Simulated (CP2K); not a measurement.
The system is PtS2.

```
Pt S
1.0
     3.54320    0.00000    0.00000
    -1.77160    3.06850    0.00000
     0.00000    0.00000    5.03880
Pt S
1 2
Direct
  0.00000 0.00000 0.00000
  0.66667 0.33333 0.77300
  0.33333 0.66667 0.22700
```

Base run:

| Property | Result |
| --- | --- |
| Program | CP2K 2026.2 |
| Functional | PBEsol |
| Potentials or basis | POTENTIAL_UZH Pt GTH-PBE-q18, S GTH-PBE-q6; TZVP-MOLOPT-PBE-GTH basis |
| Density cutoff | 9184 eV |
| k mesh | 9 × 9 × 5 |
| Occupations | fermi-dirac, width 0.05 eV |
| Spin | no spin polarisation |

Its results: band gap on the k mesh 0.96 eV, indirect (least direct gap 1.01 eV); pressure 7.9 GPa; largest force 1.187 eV/Å.

Problem. The run is repeated on the same cell with these changes: functional from PBEsol to PBE. What comes out?

Solution. Band gap on the k mesh 1.03 eV, indirect (least direct gap 1.08 eV); pressure 12.4 GPa; largest force 1.419 eV/Å.

PBE binds less tightly than PBEsol, so the same cell stands under more pressure.

Caveats: spin-orbit coupling is left out, which moves the levels of the heavy elements; an odd mesh through Γ misses points on the zone boundary, where band edges often lie; the basis of atomic orbitals isn't converged, which shifts pressures, moduli and gaps; the potentials were made for another functional, which shifts forces and pressure (some runs); forces of over 1 eV/Å show positions far from the minimum, so gaps and moduli don't describe the material at rest (some runs).
